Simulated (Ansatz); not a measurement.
# Ir: a tetragonal deformation path

One table from this session's results is given with a row withheld; the runs are named, their logs left out.

Program: Ansatz 0.2.0. Level of theory: DFT PBE, scalar-relativistic, plane waves, PAW. These are calculated values, not measurements.

### The system as given

It takes space group Fm-3m (No. 225, cubic). Conventional cell: a = 3.839 Å, b = 3.839 Å, c = 3.839 Å, α = 90.00°, β = 90.00°, γ = 90.00°. Around Ir (site symmetry m-3m) lie 12 Ir at 2.71 Å.

As a file:

```
Ir
1.0
     0.00000    1.91970    1.91970
     1.91970    0.00000    1.91970
     1.91970    1.91970    0.00000
Ir
1
Direct
  0.00000 0.00000 0.00000
```

No relaxation comes first: the listed cell is the starting point.

Set-up of the first run:

Input file input.yaml:

```yaml
crystal:
  lattice:
    - [0.0, 1.9197, 1.9197]
    - [1.9197, 0.0, 1.9197]
    - [1.9197, 1.9197, 0.0]
  atoms:
    - { symbol: Ir, position: [0.0, 0.0, 0.0] }
basis:
  ecutwfc: 300.0
kpoints:
  mp_grid: { grid: [24, 24, 24] }
hamiltonian:
  xc: pbe
scf:
  occupations: { method: gaussian, width: 0.15 }
output:
  forces: true
  stress: true
  eigenvalues: true
```

Run with:

```sh
$ ansatz run input.yaml --threads 1 --pin off --max-ram 2560MiB --backend cpu --events-out ev --progress --plain --runs-dir out
```

Steps of the session up to this table: The reference: the undisturbed cell on the scan's mesh; Point ρ = 0.707; ρ = 1.414; Point ρ = 0.850; ρ = 1.200; Point ρ = 0.780; Point ρ = 1.300; At ρ = 0.920; Point ρ = 1.100; At ρ = 0.650; At ρ = 1.500; ρ = 0.960; Point ρ = 1.050.

One of the session's tables, all rows but one given; the rest of the session is left out.

The scan, with free energies counted from the undisturbed cell:

| ρ | ΔE (meV/atom) | pressure (GPa) |
| --- | --- | --- |
| 0.650 | 574.5 | 20.4 |
| 0.707 | 693.5 | 22.4 |
| 0.780 | 523.2 | 18.8 |
| 0.850 | ? | ? |
| 0.920 | 76.6 | 10.4 |
| 0.960 | 18.8 | 9.2 |
| 1.000 | 0.0 | 8.8 |
| 1.050 | 28.0 | 9.5 |
| 1.100 | 106.8 | 11.5 |
| 1.200 | 372.8 | 18.1 |
| 1.300 | 724.2 | 28.3 |
| 1.414 | 1190.7 | 43.2 |
| 1.500 | 1578.7 | 57.0 |

**Question.** Estimate the row for ρ = 0.850.

Worked estimate for «ΔE (meV/atom)». A straight line through the neighbours (0.780, 523.2) and (0.920, 76.6) gives 523.2 + (76.6 − 523.2) × (0.850 − 0.780) / (0.920 − 0.780) = 299.9; a parabola fitted to 4 rows on both sides gives 306.5.

The run gave: ΔE (meV/atom): 264.1; pressure (GPa): 14.2. In «ΔE (meV/atom)» the line misses by +35.8 and the parabola by +42.4.

Limits of these values: The settings of these runs were drawn from a wide range and may not be converged. Spin-orbit coupling is left out for Ir. The settings are coarse, so take the values as rough. Warnings in the runs' records: cutoff below recommended.
